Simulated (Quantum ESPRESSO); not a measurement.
# TiO2 (P4_2/mnm) in Quantum ESPRESSO: further runs, part 3 of 3

Quantum ESPRESSO 7.5.

## (4) Dielectric tensor, PBE

Contents of pw.in:

```
&CONTROL
  calculation = 'scf'
  prefix = 'pwscf'
  outdir = './tmp'
  pseudo_dir = './pseudo'
  tprnfor = .true.
  tstress = .true.
  disk_io = 'low'
/
&SYSTEM
  ibrav = 0
  celldm(1) = 8
  nat = 6
  ntyp = 2
  ecutwfc = 84
  nbnd = 33
  occupations = 'smearing'
  smearing = 'fd'
  degauss = 0.00367493
/
&ELECTRONS
  conv_thr = 1.2d-09
  electron_maxstep = 120
  mixing_beta = 0.5
/
ATOMIC_SPECIES
Ti    47.8670 Ti.upf
O     15.9990 O.upf
CELL_PARAMETERS alat
  1.0865540950003   0.0000000000000   0.0000000000000
  0.0000000000000   1.0865540950003   0.0000000000000
  0.0000000000000   0.0000000000000   0.6990128965849
ATOMIC_POSITIONS crystal
Ti     0.0000000000    0.0000000000    0.5000000000
Ti     0.5000000000    0.5000000000    0.0000000000
O      0.3043213200    0.3043213200    0.5000000000
O      0.1956786800    0.8043213200    0.0000000000
O      0.8043213200    0.1956786800    0.0000000000
O      0.6956786800    0.6956786800    0.5000000000
K_POINTS automatic
2 2 4 0 0 0
```

Contents of scf2.in:

```
&CONTROL
  calculation = 'scf'
  prefix = 'pwscf'
  outdir = './tmp'
  pseudo_dir = './pseudo'
  tprnfor = .true.
  tstress = .true.
  disk_io = 'low'
/
&SYSTEM
  ibrav = 0
  celldm(1) = 8
  nat = 6
  ntyp = 2
  ecutwfc = 84
  nbnd = 33
  occupations = 'fixed'
/
&ELECTRONS
  conv_thr = 1d-13
  electron_maxstep = 120
  mixing_beta = 0.5
  startingpot = 'file'
  startingwfc = 'file'
/
ATOMIC_SPECIES
Ti    47.8670 Ti.upf
O     15.9990 O.upf
CELL_PARAMETERS alat
  1.0865540950003   0.0000000000000   0.0000000000000
  0.0000000000000   1.0865540950003   0.0000000000000
  0.0000000000000   0.0000000000000   0.6990128965849
ATOMIC_POSITIONS crystal
Ti     0.0000000000    0.0000000000    0.5000000000
Ti     0.5000000000    0.5000000000    0.0000000000
O      0.3043213200    0.3043213200    0.5000000000
O      0.1956786800    0.8043213200    0.0000000000
O      0.8043213200    0.1956786800    0.0000000000
O      0.6956786800    0.6956786800    0.5000000000
K_POINTS automatic
2 2 4 0 0 0
```

Contents of ph.in:

```
dielectric of TiO2
&INPUTPH
  prefix = 'pwscf'
  outdir = './tmp'
  tr2_ph = 1d-18
  fildyn = 'dyn'
  niter_ph = 90
  alpha_mix(1) = 0.7
  epsil = .true.
  trans = .false.
  zeu = .true.
/
0.0000000000 0.0000000000 0.0000000000
```

Potentials or basis: PseudoDojo 0.4.1 SR PBE standard.

Run with:

```console
$ OMP_NUM_THREADS=1 pw.x -in pw.in > pw.out
$ OMP_NUM_THREADS=1 pw.x -in scf2.in > scf2.out
$ OMP_NUM_THREADS=1 ph.x -in ph.in > ph.out
```

pw.out:

```text
This program is part of the open-source Quantum ESPRESSO suite
     for quantum simulation of materials; please cite
[... 9 lines left out ...]
     --------------------
     sticks:   dense  smooth     PW     G-vecs:    dense   smooth      PW
     Sum        2025    2025    593                43961    43961    7001

     Using Slab Decomposition

     bravais-lattice index     =            0
     lattice parameter (alat)  =       8.0000  a.u.
     unit-cell volume          =     422.5303 (a.u.)^3
     number of atoms/cell      =            6
     number of atomic types    =            2
     number of electrons       =        48.00
     number of Kohn-Sham states=           33
     kinetic-energy cutoff     =      84.0000  Ry
     charge density cutoff     =     336.0000  Ry
     scf convergence threshold =      1.2E-09
     mixing beta               =       0.5000
     number of iterations used =            8  plain     mixing
     Exchange-correlation= PBE
                           (   1   4   3   4   0   0   0)

     celldm(1)=   8.000000  celldm(2)=   0.000000  celldm(3)=   0.000000
     celldm(4)=   0.000000  celldm(5)=   0.000000  celldm(6)=   0.000000

     crystal axes: (cart. coord. in units of alat)
               a(1) = (   1.086554   0.000000   0.000000 )
               a(2) = (   0.000000   1.086554   0.000000 )
               a(3) = (   0.000000   0.000000   0.699013 )

     reciprocal axes: (cart. coord. in units 2 pi/alat)
[... 251 lines left out ...]
          k =-0.4602-0.4602 0.0000 (  5444 PWs)   bands (ev):

   -47.7962 -47.7962 -24.1445 -24.1445 -23.9627 -23.9627 -23.9090 -23.9090
    -8.3507  -8.3507  -7.2487  -7.2487   3.5843   3.5843   5.2401   5.2401
     6.2859   6.2859   6.9445   6.9445   7.8089   7.8089   8.0410   8.0410
    11.0134  11.0134  11.6364  11.6364  12.9398  12.9398  14.9291  14.9291
    15.6981

          k =-0.4602-0.4602 0.3576 (  5516 PWs)   bands (ev):

   -47.7763 -47.7763 -24.1350 -24.1350 -24.0818 -24.0818 -23.9569 -23.9569
    -7.9055  -7.9055  -7.4847  -7.4847   4.2037   4.2037   4.4880   4.4880
     6.3380   6.3380   7.1802   7.1802   7.3383   7.3383   7.7642   7.7642
    11.7916  11.7916  11.9892  11.9892  12.3834  12.3834  15.1231  15.1231
    15.1629

          k =-0.4602-0.4602-0.7153 (  5488 PWs)   bands (ev):

   -47.7562 -47.7562 -24.3526 -24.3526 -23.9938 -23.9938 -23.9754 -23.9754
    -7.7209  -7.7209  -7.4443  -7.4443   4.4151   4.4151   4.5579   4.5579
     5.5894   5.5894   6.3791   6.3791   7.8412   7.8412   8.4481   8.4481
    11.7133  11.7133  12.3207  12.3207  12.3348  12.3348  15.0374  15.0374
    15.1081

     the Fermi energy is    10.0221 ev

!    total energy              =    -370.41705897 Ry
     estimated scf accuracy    <          1.2E-09 Ry
     smearing contrib. (-TS)   =      -0.00000000 Ry
     internal energy E=F+TS    =    -370.41705897 Ry

     The total energy is F=E-TS. E is the sum of the following terms:
     one-electron contribution =    -123.50961312 Ry
     hartree contribution      =      85.50360062 Ry
     xc contribution           =     -68.32341925 Ry
     ewald contribution        =    -264.08762723 Ry

     convergence has been achieved in  20 iterations

     Forces acting on atoms (cartesian axes, Ry/au):

     atom    1 type  1   force =     0.00000000    0.00000000   -0.00000000
     atom    2 type  1   force =     0.00000000    0.00000000   -0.00000000
     atom    3 type  2   force =     0.00087807    0.00087807    0.00000000
     atom    4 type  2   force =    -0.00087807    0.00087807   -0.00000000
     atom    5 type  2   force =     0.00087807   -0.00087807    0.00000000
     atom    6 type  2   force =    -0.00087807   -0.00087807   -0.00000000

     Total force =     0.002484     Total SCF correction =     0.000002

     Computing stress (Cartesian axis) and pressure

          total   stress  (Ry/bohr**3)                   (kbar)     P=       38.95
   0.00027367   0.00000000   0.00000000           40.26        0.00        0.00
   0.00000000   0.00027367   0.00000000            0.00       40.26        0.00
   0.00000000   0.00000000   0.00024707            0.00        0.00       36.34

=------------------------------------------------------------------------------=
   JOB DONE.
=------------------------------------------------------------------------------=
```

Wall time 14 min (1 thread of Intel Xeon at 2.50GHz (Skylake/Cascade Lake), shared host); peak memory 0.12 GiB.

Results:

```
Free energy                             : -5039.7808 eV
Pressure                                : 3.9 GPa
Largest force                           : 0.032 eV/Å
Band gap on the k mesh                  : 1.85 eV, direct
Electronic dielectric tensor (diagonal) : 8.54, 8.54, 9.55
Born charges (mean of the diagonal)     : Ti +7.33; O -3.78 e
```

Forces in eV/Å, atoms in the order of the input:
```
Ti   0.000  0.000  0.000
Ti   0.000  0.000  0.000
O    0.023  0.023  0.000
O   -0.023  0.023  0.000
O    0.023 -0.023  0.000
O   -0.023 -0.023  0.000
```

Electronic dielectric tensor:
```
8.54 0.00 0.00
0.00 8.54 0.00
0.00 0.00 9.55
```

Born effective charge tensors (e):
atom 1, Ti
```
6.90 0.95 0.00
0.95 6.90 0.00
0.00 0.00 8.21
```
atom 2, Ti
```
 6.90 -0.95  0.00
-0.95  6.90  0.00
 0.00  0.00  8.21
```
atom 3, O
```
-3.59 -2.10  0.00
-2.10 -3.59  0.00
 0.00  0.00 -4.18
```
atom 4, O
```
-3.59  2.10  0.00
 2.10 -3.59  0.00
 0.00  0.00 -4.18
```
atom 5, O
```
-3.59  2.10  0.00
 2.10 -3.59  0.00
 0.00  0.00 -4.18
```
atom 6, O
```
-3.59 -2.10  0.00
-2.10 -3.59  0.00
 0.00  0.00 -4.18
```

Caveat: the k mesh is coarse (spacing up to 0.68 Å⁻¹), so the values aren't converged; the mesh is thin for the dielectric tensor, Born charges and intensities, which usually come out too large; the cell is more than 3 GPa from zero pressure, which shifts response properties; on a mesh that holds Γ this program's dielectric tensor can be off by some percent beyond the error of the mesh; the Born charges break their sum rule by 0.47 e, a sign of too thin a mesh. A k mesh can miss the band edges.

## (5) The runs side by side

| task | level | potentials or basis | cell | k mesh | cutoff (eV) | form of the LDA correlation | mesh quality | pressure (GPa) |
| --- | --- | --- | --- | --- | --- | --- | --- | --- |
| phonons | PBE | SSSP 1.3 efficiency PBE | relaxed | 4 × 4 × 6, shifted | 748 | - | not flagged | 0.0 |
| phonons | LDA | GBRV 1.5 LDA | relaxed | 4 × 4 × 6, shifted | 612 | PZ81 | not flagged | 0.1 |
| dielectric tensor | PBE | PseudoDojo 0.4.1 SR PBE standard | as given | 2 × 2 × 4 | 1143 | - | coarse | 3.9 |

Alike in all rows: no spin polarisation; smearing fermi-dirac 0.05 eV.

Caveats: some runs use coarse meshes; some modes are imaginary (some runs); the cell is more than 3 GPa from zero pressure, which shifts response properties (some runs); on a mesh that holds Γ this program's dielectric tensor can be off by some percent beyond the error of the mesh (some runs).

Total energies depend on the potentials used, so only differences within one code and one set of settings carry meaning.
